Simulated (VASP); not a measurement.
## C: single point with LDA

C, a sheet with vacuum:

```
CELL_PARAMETERS angstrom
2.44446 0.00000 0.00000
-1.22223 2.11696 0.00000
0.00000 0.00000 23.80000
ATOMIC_POSITIONS crystal
C 0.33333 0.66667 0.29412
C 0.66667 0.33333 0.29412
```

The cell was built by a generator and needn't be a form met in nature.

| Property | Result |
| --- | --- |
| Program | VASP 6.6.1 |
| Task | single point |
| Functional | LDA |
| Potentials or basis | VASP PAW LDA potentials, release 64 (C) |
| Cutoff | 520 eV |
| k mesh | 18 × 18 × 1 |
| Occupations | gaussian, width 0.03 eV |
| Spin | no spin polarisation |

* Band gap on the k mesh: none (metal or under the smearing width)
* Work function of the upper face: 4.48 eV
* Work function of the lower face: 4.48 eV

Levels at points of the mesh, in eV from the Fermi level:
```
           k point  band 2  band 3  band 4  band 5  band 6  band 7
(0.00, 0.00, 0.00)   -7.82   -3.03   -3.03    3.33    4.27    4.54
(0.50, 0.00, 0.00)  -13.32   -6.48   -2.40    1.64    7.71   11.27
```

It took 55 s on 1 thread of Intel(R) Xeon(R) Platinum 8488C (Sapphire Rapids), on a shared host, peak memory 0.19 GiB.
